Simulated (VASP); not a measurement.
Calculation: PBE GGA, VASP's PBE PAW potentials (set 64) (plane waves; VASP).

Input for VASP

### INCAR
```
# general
SYSTEM = BeO
PREC   = Accurate
ENCUT  = 200
LREAL  = .FALSE.
LASPH  = .TRUE.

# electronic loop
EDIFF  = 1E-6
NELM   = 100
ALGO   = Normal

# smearing
ISMEAR = 0
SIGMA  = 0.01

# functional
GGA    = PE

# ions
ISIF   = 2

# output
LWAVE  = .FALSE.
LCHARG = .FALSE.
```

**POSCAR**
```
BeO
1
    2.7209530000     0.0000000000     0.0000000000
   -1.3604770000     2.3564150000     0.0000000000
    0.0000000000     0.0000000000     4.4193430000
Be O
2 2
Direct
  0.3333330000   0.6666670000   0.0001600000
  0.6666670000   0.3333330000   0.5001600000
  0.3333330000   0.6666670000   0.3773400000
  0.6666670000   0.3333330000   0.8773400000
```

File KPOINTS:
```
Automatic mesh
0
Gamma
7 7 4
0 0 0
```

POTCAR, in this order: Be O (PBE.64 set). Program: vasp_std.

The resulting files:

**OSZICAR**
```
       N       E                     dE             d eps       ncg     rms          rms(c)
DAV:   1     0.974674092317E+01    0.97467E+01   -0.50442E+03   604   0.593E+02
DAV:   2    -0.287819736975E+02   -0.38529E+02   -0.37538E+02   708   0.156E+02
DAV:   3    -0.295629277453E+02   -0.78095E+00   -0.78025E+00   752   0.222E+01
DAV:   4    -0.295655678841E+02   -0.26401E-02   -0.26399E-02   664   0.127E+00
DAV:   5    -0.295655870829E+02   -0.19199E-04   -0.19198E-04   744   0.888E-02    0.103E+01
DAV:   6    -0.291504943761E+02    0.41509E+00   -0.29312E-02   616   0.157E+00    0.620E+00
DAV:   7    -0.289595345279E+02    0.19096E+00   -0.38324E-02   600   0.188E+00    0.145E-01
DAV:   8    -0.289602429843E+02   -0.70846E-03   -0.12254E-03   732   0.279E-01    0.844E-02
DAV:   9    -0.289606268353E+02   -0.38385E-03   -0.24493E-04   584   0.134E-01    0.121E-02
DAV:  10    -0.289606399766E+02   -0.13141E-04   -0.19175E-05   704   0.388E-02    0.460E-03
DAV:  11    -0.289606408483E+02   -0.87164E-06   -0.42413E-06   672   0.164E-02
   1 F= -.28960641E+02 E0= -.28960641E+02  d E =-.342293E-85
```

### OUTCAR
```
------------------------ aborting loop because EDIFF is reached ----------------------------------------
  FORCE on cell =-STRESS in cart. coord.  units (eV):
  Direction    XX          YY          ZZ          XY          YZ          ZX
  --------------------------------------------------------------------------------------
  Total      -39.4711138    -39.4711332    -39.2955876      0.0000084      0.0000000     -0.0000000
  in kB    -2231.8213882  -2231.8224859  -2221.8965847      0.0004736      0.0000000     -0.0000000
  external PRESSURE =   -2228.5134862 kB  Pullay stress =       0.0000000 kB
  volume of cell :       28.34
      direct lattice vectors                 reciprocal lattice vectors
     2.720953000  0.000000000  0.000000000     0.367518292  0.212186811  0.000000000
    -1.360477000  2.356415000  0.000000000     0.000000000  0.424373466  0.000000000
     0.000000000  0.000000000  4.419343000     0.000000000  0.000000000  0.226277978
 POSITION                                       TOTAL-FORCE (eV/Angst)
 -----------------------------------------------------------------------------------
     -0.00000      1.57094      0.00071        -0.000000     -0.000000     -0.005045
      1.36048      0.78547      2.21038         0.000000      0.000000     -0.005045
     -0.00000      1.57094      1.66759         0.000000     -0.000000      0.005045
      1.36048      0.78547      3.87727        -0.000000      0.000000      0.005045
 -----------------------------------------------------------------------------------
    total drift:                               -0.001305      0.000755     -0.001011
  FREE ENERGIE OF THE ION-ELECTRON SYSTEM (eV)
  ---------------------------------------------------
  free  energy   TOTEN  =       -28.9606408483 eV

  energy  without entropy=      -28.9606408483  energy(sigma->0) =      -28.96064085
```
(Selected blocks of OUTCAR.)

At this cut-off the stress carries a Pulay error, which pulls relaxed volumes low.

The structure comes from a computed database's BeO entry; how it stands against other phases isn't given here. The cell was not relaxed at this level. The run is one of a series of settings (ENCUT = 200 against the base run), some of them coarse on purpose.
